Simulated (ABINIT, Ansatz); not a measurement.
# SiC (P6_3mc): G0W0 with ABINIT, start to end

Aim: the G0W0 gap of SiC (P6_3mc) on PBE, step by step.

Main program and level: ABINIT 10.8.3; PBE and many-body steps on it, plane waves.

**Experimental background.**

- Gap 3.33 eV: band gap at cryogenic temperature; bulk crystal (literature value) (quoted in “Silicon carbide diodes for neutron detection”, 2020, arxiv:2009.14696).

## 1. Set-up

Symmetry: P6_3mc, No. 186, hexagonal system. The conventional cell has a = 3.074 Å, b = 3.074 Å, c = 5.045 Å, α = 90.00°, β = 90.00°, γ = 120.00°. Nearest to Si lie 4 C at 1.88 to 1.90 Å. C has 4 Si at 1.88 to 1.90 Å nearest. Farther neighbours are not listed.

The cell and positions are those that the Materials Project relaxed with its own functionals (PBE, PBE+U or r2SCAN), kept fixed.

## 2. Ground state

This step: ABINIT 10.8.3; DFT, PBE, plane waves, norm-conserving pseudopotentials.

The ground-state density comes first.

The input, run.abi:

```
acell 3*1.0 Angstrom
rprim 
  3.073513928196 0.000000000001 0.000000000000
  -1.536756964099 2.661741140703 0.000000000000
  0.000000000000 0.000000000000 5.045247710000
ntypat 2
znucl 14 6
natom 4
typat 1 1 2 2
xred 
  0.333333333333 0.666666666667 0.499602400000
  0.666666666667 0.333333333333 0.999602400000
  0.333333333333 0.666666666667 0.875397600000
  0.666666666667 0.333333333333 0.375397600000
pp_dirpath "pseudos"
pseudos "Si.upf, C.upf"
ecut 37
ngkpt 6 6 4
nshiftk 1
shiftk 0 0 0
kptopt 1
chksymbreak 0
nband 14
occopt 1
tolvrs 1e-10
nstep 60
prtwf 0
optforces 0
optstress 0
indata_prefix "in"
outdata_prefix "out"
tmpdata_prefix "tmp"
```

Command:

```console
OMP_NUM_THREADS=1 mpirun -n 8 abinit run.abi > log
```

Numbers of over 12 decimals in the logs are rounded to 6 here.

What it wrote:

```text
.Version 10.8.3 of ABINIT. v10.8.2 released Aug 2026.

 Symmetries : space group P6_3 m c (#186); Bravais hP (primitive hexag.)
================================================================================
 Values of the parameters that define the memory need of the present run
     intxc =       0    ionmov =       0      iscf =       7    lmnmax =       6
     lnmax =       6     mgfft =      54  mpssoang =       3    mqgrid =    3001
     natom =       4  nloc_mem =       1    nspden =       1   nspinor =       1
    nsppol =       1      nsym =      12    n1xccc =    2501    ntypat =       2
    occopt =       1   xclevel =       2
-    mband =          14        mffmem =           1         mkmem =           3
       mpw =        3015          nfft =       55296          nkpt =          21
================================================================================
  Rough estimation (10% accuracy) of disk space for files :
================================================================================

--------------------------------------------------------------------------------
------------- Echo of variables that govern the present computation ------------
--------------------------------------------------------------------------------
 -outvars: echo values of preprocessed input variables --------
            acell      1.8897261259E+00  1.8897261259E+00  1.8897261259E+00 Bohr

      chksymbreak           0
             ecut      3.70000000E+01 Hartree
-          fftalg         312

              ixc     -101130
              kpt      0.00000000E+00  0.00000000E+00  0.00000000E+00
                       1.66666667E-01  0.00000000E+00  0.00000000E+00
                       3.33333333E-01  0.00000000E+00  0.00000000E+00
                       5.00000000E-01  0.00000000E+00  0.00000000E+00
                       1.66666667E-01  1.66666667E-01  0.00000000E+00
                       3.33333333E-01  1.66666667E-01  0.00000000E+00
                       3.33333333E-01  3.33333333E-01  0.00000000E+00
                       0.00000000E+00  0.00000000E+00  2.50000000E-01
                       1.66666667E-01  0.00000000E+00  2.50000000E-01
   [... 10 further rows ...]
                       3.33333333E-01  1.66666667E-01  5.00000000E-01
                       3.33333333E-01  3.33333333E-01  5.00000000E-01
         kptrlatt        6    0    0      0    6    0      0    0    4
          kptrlen      3.48485974E+01
P           mkmem           3
            natom           4
            nband          14
            ngfft          32      32      54
             nkpt          21
            nstep          60
             nsym          12
           ntypat           2
              occ      2.000000  2.000000  2.000000  2.000000  2.000000  2.000000
                       2.000000  2.000000  0.000000  0.000000  0.000000  0.000000
                       0.000000  0.000000
        optforces           0
        optstress           0
            prtwf           0
            rprim      3.0735139282E+00  1.0000000000E-12  0.0000000000E+00
[...]
spgroup         186

           tolvrs      1.00000000E-10

             xred      3.3333333333E-01  6.6666666667E-01  4.9960240000E-01
[...]
znucl       14.00000    6.00000

================================================================================

 chkinp: Checking input parameters for consistency.

================================================================================
== DATASET  1 ==================================================================
-   mpi_nproc: 8, omp_nthreads: 1 (-1 if OMP is not activated)

--- !DatasetInfo
iteration_state: {dtset: 1, }
dimensions: {natom: 4, nkpt: 21, mband: 14, nsppol: 1, nspinor: 1, nspden: 1, mpw: 3015, }
cutoff_energies: {ecut:  37.0, pawecutdg:  -1.0, }
electrons: {nelect:   1.60000000E+01, charge:   0.00000000E+00, occopt:   1.00000000E+00, tsmear:   1.00000000E-02, }

 Real(R)+Recip(G) space primitive vectors, cartesian coordinates (Bohr,Bohr^-1):
 R(1)=  5.8080996  0.0000000  0.0000000  G(1)=  0.1721734  0.0994043  0.0000000
 R(2)= -2.9040498  5.0299618  0.0000000  G(2)=  0.0000000  0.1988087  0.0000000
 R(3)=  0.0000000  0.0000000  9.5341364  G(3)=  0.0000000  0.0000000  0.1048863
 Unit cell volume ucvol=  2.7853521E+02 bohr^3
 Angles (23,13,12)=  9.00000000E+01  9.00000000E+01  1.20000000E+02 degrees

 getcut: wavevector=  0.0000  0.0000  0.0000  ngfft=  32  32  54
         ecut(hartree)=     37.000   => boxcut(ratio)=   2.01210

--- Pseudopotential description ------------------------------------------------
- Si Generated using ONCVPSP code by D. R. Hamann
- 14.00000   4.00000  171031                  znucl, zion, pspdat
12 -101130 2 -1 1510                          pspcod,pspxc,lmax,lloc,mmax
     nproj     2     2     2
  pspatm : epsatm=    9.34321561
         --- l  ekb(1:nproj) -->
[...]
pspatm: atomic psp has been read  and splines computed

- C Generated using ONCVPSP code by D. R. Hamann
-  6.00000   4.00000  171031                  znucl, zion, pspdat
12 -101130 1 -1 1248                          pspcod,pspxc,lmax,lloc,mmax
     nproj     2     2     0
  pspatm : epsatm=    4.31346680
         --- l  ekb(1:nproj) -->
[...]
pspatm: atomic psp has been read  and splines computed

   4.37013837E+02                                ecore*ucvol(ha*bohr**3)
--------------------------------------------------------------------------------

_setup2: Arith. and geom. avg. npw (full set) are    2994.063    2994.045

================================================================================

--- !BeginCycle
iteration_state: {dtset: 1, }
solver: {iscf: 7, nstep: 60, nline: 4, wfoptalg: 0, }
tolerances: {tolvrs: 1.00E-10, }

     iter   Etot(hartree)      deltaE(h)  residm     vres2
 ETOT  1  -20.336975920391    -2.034E+01 4.347E-02 5.934E+02
 ETOT  2  -20.462691230986    -1.257E-01 2.563E-02 2.485E+02
 ETOT  3  -20.538605009084    -7.591E-02 1.717E-02 1.887E-01
 ETOT  4  -20.538735445157    -1.304E-04 2.833E-03 8.735E-03
 ETOT  5  -20.538736809254    -1.364E-06 1.356E-03 3.124E-04
 ETOT  6  -20.538736838261    -2.901E-08 1.084E-03 3.211E-06
 ETOT  7  -20.538736838889    -6.274E-10 1.046E-03 8.042E-08
 ETOT  8  -20.538736838896    -7.631E-12 5.613E-04 2.603E-09
 ETOT  9  -20.538736838897    -4.761E-13 4.430E-04 4.651E-11

 At SCF step    9       vres2   =  4.65E-11 < tolvrs=  1.00E-10 =>converged.

--- !ResultsGS
iteration_state: {dtset: 1, }
comment   : Summary of ground state results
lattice_vectors:
- [  5.8080996,   0.0000000,   0.0000000, ]
- [ -2.9040498,   5.0299618,   0.0000000, ]
- [  0.0000000,   0.0000000,   9.5341364, ]
lattice_lengths: [   5.80810,    5.80810,    9.53414, ]
lattice_angles: [ 90.000,  90.000, 120.000, ] # degrees, (23, 13, 12)
lattice_volume:   2.7853521E+02
convergence: {deltae: -4.761E-13, res2:  4.651E-11, residm:  4.430E-04, diffor:  0.000E+00, }
etotal    :  -2.05387368E+01
entropy   :   0.00000000E+00
fermie    :   2.57677472E-01
cartesian_stress_tensor: null
pressure_GPa: null
xred      :
- [  3.3333E-01,   6.6667E-01,   4.9960E-01, Si]
- [  6.6667E-01,   3.3333E-01,   9.9960E-01, Si]
- [  3.3333E-01,   6.6667E-01,   8.7540E-01,  C]
- [  6.6667E-01,   3.3333E-01,   3.7540E-01,  C]
cartesian_forces: null
force_length_stats: {min: null, max: null, mean: null, }

 Integrated electronic density in atomic spheres:
 ------------------------------------------------
 Atom  Sphere_radius  Integrated_density
[...]
4        2.00000          4.24712568
================================================================================

 ----iterations are completed or convergence reached----

 Mean square residual over all n,k,spin=   19.529E-07; max=  44.295E-05
 reduced coordinates (array xred) for    4 atoms
       0.333333333333      0.666666666667      0.499602400000
       0.666666666667      0.333333333333      0.999602400000
       0.333333333333      0.666666666667      0.875397600000
       0.666666666667      0.333333333333      0.375397600000
 rms dE/dt=  0.0000E+00; max dE/dt=  0.0000E+00; dE/dt below (all hartree)
    1       0.000000000000      0.000000000000      0.000000000000
    2       0.000000000000      0.000000000000      0.000000000000
    3       0.000000000000      0.000000000000      0.000000000000
    4       0.000000000000      0.000000000000      0.000000000000

 cartesian coordinates (angstrom) at end:
    1     -6.7e-13     1.774494     2.520618
    2      1.536757     0.887247     5.043242
    3     -6.7e-13     1.774494     4.416598
    4      1.536757     0.887247     1.893974
 length scales=  1.889726125908  1.889726125908  1.889726125908 bohr
              =  1.000000000000  1.000000000000  1.000000000000 angstroms
 prteigrs : about to open file out_EIG
 Fermi (or HOMO) energy (hartree) =   0.25768   Average Vxc (hartree)=  -0.41505
 Eigenvalues (hartree) for nkpt=  21  k points:
 kpt#   1, nband= 14, wtk=  0.00694, kpt=  0.0000  0.0000  0.0000 (reduced coord)
  -0.31539   -0.18408   -0.06281    0.20921    0.20921    0.25351    0.25768    0.25768
   0.43483    0.48624    0.50324    0.50324    0.54293    0.58732
 prteigrs : prtvol=0 or 1, do not print more k-points.

--- !EnergyTerms
iteration_state     : {dtset: 1, }
comment             : Components of total free energy in Hartree
kinetic             :  1.18020030824377E+01
hartree             :  2.36725794098151E+00
xc                  : -7.56510193927157E+00
Ewald energy        : -2.09193919204293E+01
psp_core            :  1.56897162498227E+00
local_psp           : -8.30958140657659E+00
non_local_psp       :  5.17105778979293E-01
total_energy        : -2.05387368388967E+01
total_energy_eV     : -5.58887501127776E+02
band_energy         :  5.66994619632827E-01

== END DATASET(S) ==============================================================
================================================================================

 -outvars: echo values of variables after computation  --------
           etotal     -2.0538736839E+01
            nband          14
             nkpt          21
          spgroup         186
 [... the other variables as echoed above ...]

 Calculation completed.
```

Elapsed: 4.1 s, on 8 MPI ranks of Arm Neoverse V2, shared host; peak memory 0.54 GiB.

This step gave:

- total energy: -558.8875 eV
- gap: 2.275 eV
- k of the valence top: 0, 0, 0
- k of the conduction bottom: 0.3333, 0.3333, 0
- least direct gap: 3.985 eV

The gap is indirect, with the least direct gap 1.71 eV higher.

(Part 1 of 3 ends here.)

[Paths, hosts, dates, memory and timing lines, banners, echoed tables and standing remarks are left out of the program output.]

[Logs are printed without paths, hosts, clocks, repeated set-up lines and the standing remarks that a program may print on its own settings, such as how far it seeks lower states.]

[Runs of the session that timed out or met a known fault of the program may be left out.]

[Hosts, paths, dates, database ids (printed as entryN), source tags and the programs' standing remarks are cut or masked in the printed files.]

[G0W0 gaps are taken among the corrected bands and points alone; a level outside them can change the order at an edge.]

[Where Ansatz stands beside ABINIT at settings called matched, ABINIT's density can come from a denser mesh and the files from another edition; pairs whose starting gaps differed by over 0.03 eV were left out, so agreement reads better than it is.]
